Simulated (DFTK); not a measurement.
The system is SnSe.

```xyz
2
Lattice="0.0000 3.0100 3.0100 3.0100 0.0000 3.0100 3.0100 3.0100 0.0000" Properties=species:S:1:pos:R:3 pbc="T T T"
Sn    0.0000    0.0000    0.0000
Se    3.0100    3.0100    3.0100
```

Measurements of this composition are mostly on another form, of space group No. 62.

Base run:

- Program: DFTK 0.8.2
- Functional: PBEsol
- Potentials or basis: dojo.nc.sr.pbesol.v0_4_1.standard.upf (PBEsol)
- Cutoff: 1170 eV
- k mesh: 8 × 8 × 8
- Occupations: fermi-dirac, width 0.05 eV
- Spin: no spin polarisation

Its results: band gap on the k mesh 0.64 eV, direct; pressure -1.9 GPa.

The run is repeated on the same cell with these changes: functional from PBEsol to LDA; potentials or basis from dojo.nc.sr.pbesol.v0_4_1.standard.upf (PBEsol) to cp2k.nc.sr.lda.v0_1.largecore.gth (LDA, GTH); cutoff from 1170 eV to 599 eV; valence electrons from 30 to 10. What comes out?

Band gap on the k mesh 0.61 eV, direct; pressure -4.0 GPa.

Caveats: spin-orbit coupling is left out, which moves the levels of the heavy elements; GTH potentials come without recommended cutoffs, and this one wasn't checked for convergence (some runs).

Not every run made on this cell is shown here.
